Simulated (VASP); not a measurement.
Wanted: the native input for a VASP 6.6.1 run.

| Item | Value |
| --- | --- |
| Task | single point |
| Functional | PBEsol |
| Potentials or basis | VASP PAW PBE potentials, release 64 (Mn_pv, O) |
| Cutoff | 520 eV |
| k mesh | 8 × 4 × 4 |
| Occupations | gaussian, width 0.05 eV |
| Spin | collinear spin, ferromagnetic start |
| Starting moments | [5.0, 5.0, 5.0, 5.0, 0.0, 0.0, 0.0, 0.0] μB |
| Hubbard terms | Mn d U = 4 eV |
| Further INCAR settings | ALGO = Normal; EDIFF = 1e-06; ISYM = 0 |

The structure of MnO lies in POSCAR:

```
MnO                                     
1.0
    3.4502514830     -0.0007606485     -0.0000748858
   -3.4515682885      5.9744178811      0.0005078813
    0.0000047903      0.0001582871      5.3287840214
  Mn              O             
     4     4
Direct
     0.3340538961900508    0.3337159671669917    0.9976693577988416
     0.6682266403354109    0.1666755794410412    0.4978321315882255
     0.3330624785806052    0.8337759777951937    0.9977639295312321
     0.6673732037098697    0.6666136694399436    0.4976288798479980
     0.3350232790052133    0.3332650750537681    0.3901362696434596
     0.6673275242993518    0.1672131885789051    0.8905167346681186
     0.3339963309037725    0.8333875884917503    0.3904322066167245
     0.6664166469757172    0.6671959540324072    0.8902544903053916
```

These files were run (other wordings do the same):

INCAR

```
PREC = Accurate
ENCUT = 520
EDIFF = 1E-6
ISMEAR = 0
SIGMA = 0.05
LREAL = False
LASPH = True
NELM = 150
ALGO = Normal
ISIF = 2
LWAVE = False
LCHARG = False
ISPIN = 2
MAGMOM = 5 5 5 5 0 0 0 0
LORBIT = 11
LMAXMIX = 4
LDAU = True
LDAUTYPE = 2
LDAUL = 2 -1
LDAUU = 4 0
LDAUJ = 0 0
LDAUPRINT = 1
GGA = PS
ISYM = 0
```

KPOINTS

```
Automatic mesh
0
Gamma
  8 4 4
```

Potentials or basis: VASP PAW PBE potentials, release 64 (Mn_pv, O).

The run is started by

```sh
$ cat potpaw_PBE.64/Mn_pv/POTCAR potpaw_PBE.64/O/POTCAR > POTCAR
$ mpirun -np 1 vasp_std > vasp.out
```

Results of the run:

```yaml
Pressure: 0.1 GPa
Largest_force: 0.015 eV/Å
Band_gap_on_the_k_mesh: 0.00 eV
Net_moment: 20.00 μB per cell
Site_moments: Mn +4.59; O +0.10 μB
Valence_electrons_inside_the_program's_atomic_spheres: Mn 11.39; O 4.99
```

Caveat: the PAW data sets were made with another functional, which shifts forces and pressure a little; only a ferromagnetic start was run, and an antiferromagnetic order may lie lower in energy.

It took 15 min on 1 thread of Intel(R) Xeon(R) Platinum 8259CL CPU @ 2.50GHz (Skylake/Cascade Lake), on a shared host, peak memory 0.64 GiB.
